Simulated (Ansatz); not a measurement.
**Ideal shear of a crystal plane in Si**

Computed with Ansatz 0.2.0, DFT r2SCAN, scalar-relativistic, plane waves, PAW. Cutoff 500 eV, Γ-centred 22×23×7 k-points, Gaussian smearing of 0.15 eV. No spin polarisation. Energies are free energies at this smearing, counted from the undisturbed cell; pressure is positive in compression.

Reference structure (relaxed at this level; this form isn't the usual structure):

```
CELL_PARAMETERS angstrom
1.31450 -2.27678 0.00000
0.00000 0.00000 -2.49380
7.88700 4.55356 0.00000
ATOMIC_POSITIONS crystal
Si 0.00000 0.00000 0.87500
Si 0.50000 0.00000 0.12500
Si 0.00000 0.00000 0.37500
Si 0.50000 0.00000 0.62500
```

The cut lies on the cell's a–b face, a (1 0 0) plane (indices in the standard cell, whose axes needn't be the Cartesian ones shown) of area 6.56 Å², between layers 2.28 Å apart. Vector c is tilted by f times 0·a + 1·b (length 2.494 Å) with the atoms' Cartesian places fixed: one unrelaxed fault a cell. The traction is dγ/du, the slope of γ against the slip u in Å. Some rows repeat others by symmetry and weren't run.

| f | γ (mJ/m²) | traction (GPa) |
| --- | --- | --- |
| 0.0000 | 0 | 0.0 |
| 0.1000 | 84 | 6.6 |
| 0.2000 | 315 | 11.6 |
| 0.3000 | 635 | 13.3 |
| 0.4000 | 933 | 9.5 |
| 0.5000 | 1056 | -0.1 |
| 0.6000 | 933 | -9.5 |
| 0.7000 | 635 | -13.3 |
| 0.8000 | 315 | -11.6 |
| 0.9000 | 84 | -6.6 |

Read off the first barrier and the stress needed to climb it, and compare with Frenkel's sinusoid.

The first sampled maximum lies at f = 0.500, a slip of 1.25 Å, with γ ≈ 1056 mJ/m², which stands in for the unstable fault energy γ_us, and the steepest sampled slope before it is 13.3 GPa. A sinusoid γ = γ_us sin²(πu/λ) with its maximum there has λ = 2.49 Å and a largest slope πγ_us/λ = 13.3 GPa (1 mJ/m² per Å = 0.01 GPa).

Is there a metastable fault on this line?

Apart from points where γ returns to about zero, no local minimum shows among the samples, so at this sampling the line offers no fault for a dislocation to split on; a fault can still lie off the line.

The cut is rigid; relaxing the faces lowers these energies and usually the stresses.

In a metal these slopes depend on the k mesh and the smearing.

Cost: 6 runs of about 5.1 core-minutes in all, on AMD EPYC 9R45 (Zen 5) (shared hosts).